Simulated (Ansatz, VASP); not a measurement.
One calculation of BeTe, two programs

POSCAR

```
BeTe
1.0
    0.0000000000      2.7700000000      2.7700000000
    2.7700000000      0.0000000000      2.7700000000
    2.7700000000      2.7700000000      0.0000000000
Te Be
1 1
Direct
    0.7500000000      0.7500000000      0.7500000000
    0.0000000000      0.0000000000      0.0000000000
```

Contents of INCAR.step1:

```
ALGO = Normal
EDIFF = 1E-5
ENCUT = 520
GGA = PE
ISIF = 2
ISMEAR = -1
LASPH = True
LCHARG = False
LREAL = False
LWAVE = True
NBANDS = 11
NELM = 80
PREC = Accurate
SIGMA = 0.05
```

File INCAR.step2:

```
ALGO = Normal
EDIFF = 1E-6
ENCUT = 520
GGA = PE
HFSCREEN = 0.3
ISIF = 2
ISMEAR = -1
ISTART = 1
LASPH = True
LCHARG = False
LHFCALC = True
LREAL = False
LWAVE = False
NBANDS = 11
NELM = 80
PREC = Accurate
PRECFOCK = Fast
SIGMA = 0.05
```

File KPOINTS:

```
k-points
0
Gamma
  4 4 4
```

Contents of KPOINTS_OPT:

```
path GXWKGLUWLK,UX
12
line-mode
reciprocal
 0.0000000000  0.0000000000  0.0000000000  G
 0.5000000000  0.0000000000  0.5000000000  X

 0.5000000000  0.0000000000  0.5000000000  X
 0.5000000000  0.2500000000  0.7500000000  W

 0.5000000000  0.2500000000  0.7500000000  W
 0.3750000000  0.3750000000  0.7500000000  K

 0.3750000000  0.3750000000  0.7500000000  K
 0.0000000000  0.0000000000  0.0000000000  G

 0.0000000000  0.0000000000  0.0000000000  G
 0.5000000000  0.5000000000  0.5000000000  L

 0.5000000000  0.5000000000  0.5000000000  L
 0.6250000000  0.2500000000  0.6250000000  U

 0.6250000000  0.2500000000  0.6250000000  U
 0.5000000000  0.2500000000  0.7500000000  W

 0.5000000000  0.2500000000  0.7500000000  W
 0.5000000000  0.5000000000  0.5000000000  L

 0.5000000000  0.5000000000  0.5000000000  L
 0.3750000000  0.3750000000  0.7500000000  K

 0.6250000000  0.2500000000  0.6250000000  U
 0.5000000000  0.0000000000  0.5000000000  X
```

File input.yaml:

```yaml
crystal:
  lattice:
    - [0.0, 2.77, 2.77]
    - [2.77, 0.0, 2.77]
    - [2.77, 2.77, 0.0]
  atoms:
    - { symbol: Te, position: [0.75, 0.75, 0.75] }
    - { symbol: Be, position: [0.0, 0.0, 0.0] }
hamiltonian:
  xc: { exchange: pbe, correlation: pbe, exx: { coeff: 0.25, omega: 0.3 } }
  pseudopotentials: { kind: paw }
kpoints:
  mp_grid: { grid: [4, 4, 4] }
  band_path:
    path:
      - [[0.0, 0.0, 0.0], [0.5, 0.0, 0.5], [0.5, 0.25, 0.75], [0.375, 0.375, 0.75], [0.0, 0.0, 0.0], [0.5, 0.5, 0.5], [0.625, 0.25, 0.625], [0.5, 0.25, 0.75], [0.5, 0.5, 0.5], [0.375, 0.375, 0.75]]
      - [[0.625, 0.25, 0.625], [0.5, 0.0, 0.5]]
    npoints: 4
scf:
  occupations: { method: fermi_dirac, width: 0.05 }
  n_extra_bands: 6
output:
  forces: true
  stress: true
  eigenvalues: true
  fatbands: false
  write_density: true
  write_potential: true
  elf: true
  volumetric_format: npy
```

Alike in both runs: task band structure; functional HSE03; k mesh 4 × 4 × 4; occupations fermi-dirac, width 0.05 eV; no spin polarisation.

```csv
,VASP,Ansatz
version,VASP 6.6.1,Ansatz 0.2.0
potentials or method,"VASP PAW PBE potentials, release 64 (Te, Be)",Ansatz PAW
plane-wave cutoff (eV),520,420
valence electrons in the cell,8,18
```

```csv
,VASP,Ansatz,Ansatz less VASP
gap on the k mesh at the Fermi level (eV),2.35,2.37,+0.028
least direct gap on the mesh (eV),4.24,4.24,+0.004
gap along the band path (eV),2.35,2.37,+0.028
pressure (GPa),3.8,3.9,+0.09
```

The two sets of potentials don't hold the same shells in valence.

Caveats: the k mesh is coarse (spacing up to 0.49 Å⁻¹), so the values aren't converged, least of all with exact exchange; spin-orbit coupling is left out, which moves the levels of the heavy elements; the PAW data sets were made with another functional, which shifts forces and pressure a little (VASP); the PAW data sets come from PBE, with cores solved anew for the run's functional, which leaves a small shift of forces and pressure (Ansatz); the thresholds are loose for stress (Ansatz).
